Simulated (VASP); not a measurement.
# 2H-MoTe2 monolayer and its bilayer, part 3 of 6

What are the lattice, gap and band positions of 2H-MoTe2 monolayer, and what does a second sheet change?

VASP 6.6.1, plane waves and PAW; the level of theory is named at each step.

So far, gap on the k-mesh (eV): step 2 (relaxing the monolayer) 1.14.

**4. Vacuum level and density of states (continued)**

Level of this step: optB86b-vdW, no spin polarisation; plane waves and PAW (Mo, Te) (VASP).

Valence density in the ca plane at fractional y = 0.333, with atoms of Te within 0.2 Å of it. It is the smooth field of the valence electrons, not physical close to the nuclei.

Values in e/Å³, 5 rows by 16 columns, each cell a mean:
```
 0.00  0.00  0.00  0.00  0.00  0.05  0.37  0.43  0.32  0.26  0.44  0.41  0.08  0.00  0.00  0.00
 0.00  0.00  0.00  0.00  0.00  0.08  0.40 -0.01  0.34  0.28  0.12  0.31  0.14  0.01  0.00  0.00
 0.00  0.00  0.00  0.00  0.00  0.05  0.38  0.42  0.32  0.27  0.44  0.42  0.09  0.00  0.00  0.00
 0.00  0.00  0.00  0.00  0.00  0.02  0.12  0.25  0.25  0.26  0.25  0.15  0.03  0.00  0.00  0.00
 0.00  0.00  0.00  0.00  0.00  0.02  0.11  0.23  0.25  0.26  0.23  0.14  0.03  0.00  0.00  0.00
```
Columns run along c (16.0 Å, from fractional 0.10 to 0.82 of the cell), rows up along a (3.5 Å). Atoms in or near the plane, at fractional coordinates: Te at (0.42, 0.67), Te at (0.58, 0.67).

The map of layer states is cut here 0.5 eV above the Fermi level, so it leaves out the states above that.

The vacuum level lies 5.04 eV above the highest filled level at the upper face; both faces agree, as the slab has next to no dipole.

The program found no field-free point at its default tolerance, but its printed level agrees with the flat part of the planar average.

**5. The slab in a field, field -0.1**

A field across the slab, with the atoms held, gives the electronic response: the dipole changes linearly with the field, and the energy has a linear term from the slab's own dipole and a quadratic one from its polarisability.

The input, INCAR:

```
SYSTEM = Te2Mo
PREC = Normal
ENCUT = 350
EDIFF = 1E-06
NELM = 120
ISMEAR = 0
SIGMA = 0.03
LREAL = .FALSE.
ALGO = Fast
GGA = MK
AGGAC = 0
LUSE_VDW = .TRUE.
PARAM1 = 0.1234
PARAM2 = 1
LASPH = .TRUE.
NBANDS = 15
LORBIT = 11
LWAVE = .FALSE.
LCHARG = .FALSE.
KPAR = 4
IDIPOL = 3
LDIPOL = .TRUE.
DIPOL = 0.5 0.5 0.5
EFIELD = -0.1
```

The input, POSCAR:

```
Te2Mo
1.0
    3.5207101148      0.0000000000      0.0000000000
   -1.7603550574      3.0490243988      0.0000000000
    0.0000000000      0.0000000000     22.0000000000
Mo Te
1 2
Direct
    0.3333333333      0.6666666667      0.5000000000
    0.6666666667      0.3333333333      0.4175887690
    0.6666666667      0.3333333333      0.5824112310
```

The input, KPOINTS:

```
Automatic mesh
0
Gamma
12 12 1
0 0 0
```

Potentials, in the order of the species: Mo and Te (PBE family, release 64).

On the command line:

```sh
$ mpirun -np 4 vasp_std
```

Output:

```text
[... set-up lines as in an earlier step ...]
 entering main loop
       N       E                     dE             d eps       ncg     rms          rms(c)
DAV:   1     0.999144808090E+02    0.99914E+02   -0.46792E+03   570   0.630E+02
DAV:   2    -0.367017171797E+01   -0.10358E+03   -0.97156E+02   901   0.135E+02
DAV:   3    -0.124073553135E+02   -0.87372E+01   -0.86402E+01   773   0.469E+01
DAV:   4    -0.126271113510E+02   -0.21976E+00   -0.21917E+00   793   0.922E+00
DAV:   5    -0.126307926721E+02   -0.36813E-02   -0.36809E-02   871   0.113E+00    0.153E+01
RMM:   6    -0.121808196593E+02    0.44997E+00   -0.16630E+00   618   0.675E+00    0.638E+00
RMM:   7    -0.121268578150E+02    0.53962E-01   -0.90598E-01   622   0.462E+00    0.480E+00
RMM:   8    -0.119167352186E+02    0.21012E+00   -0.46506E-01   610   0.396E+00    0.634E-01
RMM:   9    -0.119155491886E+02    0.11860E-02   -0.44065E-02   686   0.145E+00    0.294E-01
RMM:  10    -0.119149884721E+02    0.56072E-03   -0.75057E-03   722   0.469E-01    0.250E-01
RMM:  11    -0.119140432130E+02    0.94526E-03   -0.22669E-03   671   0.292E-01    0.159E-01
RMM:  12    -0.119134322022E+02    0.61101E-03   -0.88136E-04   695   0.168E-01    0.278E-02
RMM:  13    -0.119128150313E+02    0.61717E-03   -0.12518E-03   710   0.155E-01    0.104E-01
RMM:  14    -0.119125766434E+02    0.23839E-03   -0.22177E-04   680   0.925E-02    0.235E-02
RMM:  15    -0.119124434063E+02    0.13324E-03   -0.77495E-05   695   0.479E-02    0.626E-03
RMM:  16    -0.119124142516E+02    0.29155E-04   -0.23205E-05   688   0.322E-02    0.393E-03
RMM:  17    -0.119124255319E+02   -0.11280E-04   -0.55843E-06   557   0.141E-02    0.222E-03
RMM:  18    -0.119124903801E+02   -0.64848E-04   -0.25994E-05   669   0.166E-02    0.301E-03
RMM:  19    -0.119124916668E+02   -0.12867E-05   -0.12095E-06   509   0.481E-03    0.105E-03
RMM:  20    -0.119124959586E+02   -0.42918E-05   -0.90797E-07   527   0.466E-03    0.184E-03
RMM:  21    -0.119124961644E+02   -0.20582E-06   -0.51983E-07   501   0.304E-03
   1 F= -.11912496E+02 E0= -.11912496E+02  d E =-.208722E-12
```

Elapsed: 43 s, on 4 MPI ranks of Intel Xeon 6975P-C (Granite Rapids), shared host; peak memory 1.5 GiB; 2.8 min of CPU time.

OUTCAR, selected parts (step 5):

```text
   NELECT =      18.0000    total number of electrons

 dipolmoment           0.000000      0.000000     -0.037631 electrons x Angstroem

 E-fermi :  -1.1771

 k-point     1 :       0.0000    0.0000    0.0000
  band No.  band energies     occupation
    ...
      5      -2.9252      2.00000
      6      -2.9252      2.00000
      7      -2.1481      2.00000
      8      -2.1481      2.00000
      9      -1.8465      2.00000
     10       1.8585      0.00000
     11       1.8585      0.00000
     12       2.1125      0.00000
     13       2.1125      0.00000
     14       2.3396      0.00000
    ...

Total vdW correction in eV:      3.8106822

  Total        0.0001655      0.0001655     -0.0531823      0.0000000      0.0000000      0.0000000
  in kB        0.0011227      0.0011227     -0.3607978      0.0000000      0.0000000      0.0000000
  external PRESSURE =      -0.1195175 kB  Pullay stress =       0.0000000 kB

 POSITION                                       TOTAL-FORCE (eV/Angst)
 -----------------------------------------------------------------------------------
     -0.00000      2.03268     11.00000         0.000000     -0.000000     -0.015672
      1.76036      1.01634      9.18695         0.000000     -0.000000      0.005790
      1.76036      1.01634     12.81305        -0.000000      0.000000      0.009882
 -----------------------------------------------------------------------------------
    total drift:                                0.000003     -0.000002      0.000112

  FREE ENERGIE OF THE ION-ELECTRON SYSTEM (eV)
  ---------------------------------------------------
  free  energy   TOTEN  =       -11.9124961644 eV

  energy  without entropy=      -11.9124961644  energy(sigma->0) =      -11.91249616

Total vdW correction in eV:      3.8106819

 vacuum level on the upper side and lower side of the slab         4.251         2.801

[... 8 parts as in an earlier step ...]

[... 9 further parts left out ...]
```

Numbers from this step:

| Item | Value |
| --- | --- |
| electronic cycles | 21 |
| dipole moment | 0, 0, -0.03763 e·Å |

VASP counts the dipole in electrons times Å, so a positive number points the physical dipole along −c. A positive EFIELD is likewise a physical field along −c.

Energy at zero smearing: -11.91250 eV.

**6. The slab in a field, field 0.1**

INCAR: that of step 5 with these lines changed.

```diff
@@ -23,2 +23,2 @@
 DIPOL = 0.5 0.5 0.5
-EFIELD = -0.1
+EFIELD = 0.1
```

POSCAR is that of step 5.

KPOINTS is that of step 5.

On the command line:

```sh
$ mpirun -np 4 vasp_std
```

Output:

```text
[... set-up lines as in an earlier step ...]
 entering main loop
       N       E                     dE             d eps       ncg     rms          rms(c)
DAV:   1     0.996451511554E+02    0.99645E+02   -0.46814E+03   570   0.630E+02
DAV:   2    -0.383474182177E+01   -0.10348E+03   -0.97676E+02   911   0.134E+02
DAV:   3    -0.124217381609E+02   -0.85870E+01   -0.84934E+01   794   0.464E+01
DAV:   4    -0.126257185980E+02   -0.20398E+00   -0.20344E+00   748   0.904E+00
[...]
RMM:  19    -0.119124916721E+02   -0.14865E-05   -0.12520E-06   507   0.487E-03    0.109E-03
RMM:  20    -0.119124961239E+02   -0.44517E-05   -0.98649E-07   526   0.474E-03    0.172E-03
RMM:  21    -0.119124962111E+02   -0.87179E-07   -0.44729E-07   494   0.294E-03
   1 F= -.11912496E+02 E0= -.11912496E+02  d E =-.146818E-15
```

The job ended after 53 s (4 MPI ranks; peak memory 1.5 GiB).

OUTCAR, selected parts (step 6):

```text
  Total        0.0001853      0.0001853     -0.0531827      0.0000000      0.0000000     -0.0000000
  in kB        0.0012570      0.0012570     -0.3608003      0.0000000      0.0000000     -0.0000000
  external PRESSURE =      -0.1194288 kB  Pullay stress =       0.0000000 kB

 POSITION                                       TOTAL-FORCE (eV/Angst)
 -----------------------------------------------------------------------------------
     -0.00000      2.03268     11.00000         0.000000     -0.000000      0.015670
      1.76036      1.01634      9.18695        -0.000000      0.000000     -0.009877
      1.76036      1.01634     12.81305        -0.000000      0.000000     -0.005793
 -----------------------------------------------------------------------------------
    total drift:                                0.000003     -0.000001     -0.000108

  FREE ENERGIE OF THE ION-ELECTRON SYSTEM (eV)
  ---------------------------------------------------
  free  energy   TOTEN  =       -11.9124962111 eV

  energy  without entropy=      -11.9124962111  energy(sigma->0) =      -11.91249621

[... 2 parts as in an earlier step ...]

[... 1 further part left out ...]
[key lines of the parts left out:]
E-fermi :  -1.1550
```

This step gave:

* Fermi energy: -1.155 eV
* dipole moment: 0, 0, 0.03763 e·Å

Energy at zero smearing: -11.91250 eV.

**7. With spin-orbit coupling**

This step: optB86b-vdW, spin-orbit coupling, no spin polarisation; plane waves and PAW (Mo, Te) (VASP 6.6.1).

For heavy elements spin-orbit coupling shifts the highest filled levels.

INCAR: that of step 6 with these lines changed.

```diff
@@ -15,4 +15,8 @@
 LASPH = .TRUE.
-NBANDS = 15
-LORBIT = 11
+LNONCOLLINEAR = .TRUE.
+MAGMOM = 0 0 0 0 0 0 0 0 0
+NBANDS = 30
+GGA_COMPAT = .FALSE.
+LSORBIT = .TRUE.
+LMAXMIX = 4
 LWAVE = .FALSE.
@@ -23,2 +27 @@
 DIPOL = 0.5 0.5 0.5
-EFIELD = 0.1
```

POSCAR is that of step 6.

KPOINTS is that of step 6.

The input, KPOINTS_OPT:

```
Line mode
14
Line-mode
Reciprocal
  0.00000000   0.00000000   0.00000000 GAMMA
  0.50000000   0.00000000   0.00000000 M

  0.50000000   0.00000000   0.00000000 M
  0.33333333   0.33333333   0.00000000 K

  0.33333333   0.33333333   0.00000000 K
  0.00000000   0.00000000   0.00000000 GAMMA
```

On the command line:

```sh
$ mpirun -np 4 vasp_ncl
```

Output:

```text
[... set-up lines as in an earlier step ...]
 entering main loop
       N       E                     dE             d eps       ncg     rms          rms(c)
DAV:   1     0.102120226105E+03    0.10212E+03   -0.45492E+03  1876   0.633E+02
DAV:   2    -0.136607873304E+01   -0.10349E+03   -0.97696E+02  2842   0.138E+02
DAV:   3    -0.124757479031E+02   -0.11110E+02   -0.10940E+02  2512   0.511E+01
DAV:   4    -0.128220298499E+02   -0.34628E+00   -0.34464E+00  2562   0.108E+01
DAV:   5    -0.128284687539E+02   -0.64389E-02   -0.64376E-02  2564   0.160E+00    0.159E+01
RMM:   6    -0.123938156807E+02    0.43465E+00   -0.16344E+00  1866   0.675E+00    0.681E+00
RMM:   7    -0.122872023805E+02    0.10661E+00   -0.74420E-01  1993   0.435E+00    0.518E+00
RMM:   8    -0.121356929270E+02    0.15151E+00   -0.45440E-01  2016   0.389E+00    0.864E-01
RMM:   9    -0.121316188237E+02    0.40741E-02   -0.40822E-02  2228   0.148E+00    0.430E-01
RMM:  10    -0.121303006834E+02    0.13181E-02   -0.68682E-03  2244   0.477E-01    0.266E-01
RMM:  11    -0.121291838223E+02    0.11169E-02   -0.22009E-03  2353   0.263E-01    0.981E-02
RMM:  12    -0.121288080455E+02    0.37578E-03   -0.61306E-04  2584   0.127E-01    0.506E-02
RMM:  13    -0.121283890404E+02    0.41901E-03   -0.19048E-04  2310   0.660E-02    0.300E-02
RMM:  14    -0.121279223245E+02    0.46672E-03   -0.12858E-04  2425   0.471E-02    0.221E-02
RMM:  15    -0.121278184048E+02    0.10392E-03   -0.28342E-05  2316   0.253E-02    0.724E-03
RMM:  16    -0.121275046752E+02    0.31373E-03   -0.47079E-05  2511   0.287E-02    0.734E-03
RMM:  17    -0.121275663743E+02   -0.61699E-04   -0.68068E-06  2105   0.117E-02    0.434E-03
RMM:  18    -0.121276451771E+02   -0.78803E-04   -0.64967E-06  2237   0.940E-03    0.142E-03
RMM:  19    -0.121276706793E+02   -0.25502E-04   -0.48505E-06  2225   0.694E-03    0.179E-03
RMM:  20    -0.121276722465E+02   -0.15672E-05   -0.70588E-07  1827   0.368E-03    0.607E-04
RMM:  21    -0.121276723376E+02   -0.91041E-07   -0.12805E-07  1400   0.186E-03
   1 F= -.12127672E+02 E0= -.12127672E+02  d E =-.161963E-11  mag=    -0.0000    -0.0000     0.0000
 Start KPOINTS_OPT (optional k-point list driver)
k-point batch [1-31\42]
       N       E                     dE             ncg
DAV:   1     0.369566462867E+03   -0.11642E+05     1868
DAV:   2    -0.279336296439E+04   -0.31629E+04     2762
DAV:   3    -0.314272867362E+04   -0.34937E+03     2512
DAV:   4    -0.315432719707E+04   -0.11599E+02     2580
DAV:   5    -0.315453887457E+04   -0.21168E+00     2452
DAV:   6    -0.315454537738E+04   -0.65028E-02     2564
DAV:   7    -0.315454560120E+04   -0.22382E-03     2498
DAV:   8    -0.315454561154E+04   -0.10345E-04     2152
DAV:   9    -0.315454561205E+04   -0.50736E-06     1650
k-point batch [32-42\42]
       N       E                     dE             ncg
DAV:   1     0.104375193252E+05   -0.20096E+04      668
DAV:   2     0.943547161781E+04   -0.10020E+04      920
DAV:   3     0.929688975766E+04   -0.13858E+03      888
DAV:   4     0.929180599489E+04   -0.50838E+01      938
DAV:   5     0.929170614161E+04   -0.99853E-01      896
DAV:   6     0.929170311412E+04   -0.30275E-02      906
DAV:   7     0.929170301016E+04   -0.10396E-03      936
DAV:   8     0.929170300571E+04   -0.44474E-05      802
DAV:   9     0.929170300550E+04   -0.21582E-06      584
```

It took 2.8 min on 4 MPI ranks; peak memory 2.7 GiB.

From OUTCAR (step 7):

```text
   k-points           NKPTS =     31   k-points in BZ     NKDIM =     31   number of bands    NBANDS=     30

   NELECT =      18.0000    total number of electrons

 E-fermi :  -1.0561

 k-point     1 :       0.0000    0.0000    0.0000
  band No.  band energies     occupation
    ...
     14      -2.3163      1.00000
     15      -2.0167      1.00000
     16      -2.0167      1.00000
     17      -1.7819      1.00000
     18      -1.7819      1.00000
     19       1.5379      0.00000
     20       1.5379      0.00000
     21       1.8192      0.00000
     22       1.8192      0.00000
     23       2.1906      0.00000
    ...

Total vdW correction in eV:      3.8135612

  Total        0.0509700      0.0509700      0.0086645     -0.0000000     -0.0000000      0.0000000
  in kB        0.3457893      0.3457893      0.0587817     -0.0000000     -0.0000000      0.0000000
  external PRESSURE =       0.2501201 kB  Pullay stress =       0.0000000 kB

 POSITION                                       TOTAL-FORCE (eV/Angst)
 -----------------------------------------------------------------------------------
     -0.00000      2.03268     11.00000         0.000000     -0.000000      0.000000
      1.76036      1.01634      9.18695        -0.000000      0.000000     -0.018270
      1.76036      1.01634     12.81305        -0.000000      0.000000      0.018270
 -----------------------------------------------------------------------------------
    total drift:                                0.000005     -0.000003      0.000000

  FREE ENERGIE OF THE ION-ELECTRON SYSTEM (eV)
  ---------------------------------------------------
  free  energy   TOTEN  =       -12.1276723376 eV

  energy  without entropy=      -12.1276723376  energy(sigma->0) =      -12.12767234

Total vdW correction in eV:      3.8135652

 vacuum level on the upper side and lower side of the slab         3.606         3.606

 Spin-Orbit-Coupling matrix elements
 Ion:    1  E_soc:     -0.0352203
 Ion:    2  E_soc:     -0.2015984
 Ion:    3  E_soc:     -0.2015984

[... 7 parts as in an earlier step ...]

[... 9 further parts left out ...]
```

This step gave:

- free energy (TOTEN): -12.13 eV
- Fermi energy: -1.056 eV
- least gap on mesh and path: 1.005 eV
- least direct gap on mesh and path: 1.005 eV
- dipole moment: 0, 0, 0 e·Å

On-site spin-orbit energy by atom:

| atom | on-site spin-orbit energy (eV) |
| --- | --- |
| Mo1 | -0.035 |
| Te2 | -0.202 |
| Te3 | -0.202 |

The electronic bands at the labelled points (eV, zero at the valence-band top; v1 is the highest filled band, c1 the lowest empty one):

| point | v4 | v3 | v2 | v1 | c1 | c2 | c3 | c4 |
| --- | --- | --- | --- | --- | --- | --- | --- | --- |
| Γ | -0.83 | -0.83 | -0.60 | -0.60 | 2.72 | 2.72 | 3.00 | 3.00 |
| 0.46 of the way | -1.04 | -1.04 | -0.83 | -0.83 | 1.43 | 1.43 | 2.03 | 2.03 |
| M | -0.86 | -0.86 | -0.32 | -0.32 | 1.32 | 1.32 | 1.65 | 1.65 |
| 0.46 of the way | -1.68 | -1.67 | -0.38 | -0.20 | 1.32 | 1.32 | 1.81 | 1.92 |
| K | -1.87 | -1.84 | -0.22 | 0.00 | 1.00 | 1.04 | 1.70 | 1.77 |
| 0.46 of the way | -1.20 | -0.89 | -0.63 | -0.52 | 1.10 | 1.15 | 1.65 | 1.73 |
| Γ | -0.83 | -0.83 | -0.60 | -0.60 | 2.72 | 2.72 | 3.00 | 3.00 |

On this path the gap is direct, 1.00 eV, with the valence top at K and the conduction bottom at K.

(Continued in part 4 of 6.)

[Lines on the potential files, build, host, timing and source positions are cut from VASP's logs without a mark.]

[Logs are printed without paths, hosts, clocks, repeated set-up lines and the standing remarks that a program may print on its own settings, such as how far it seeks lower states.]

[Hosts, paths, dates, database ids (printed as entryN), source tags and the programs' standing remarks are cut or masked in the printed files.]

[Runs that stopped without an error message from VASP are left out.]
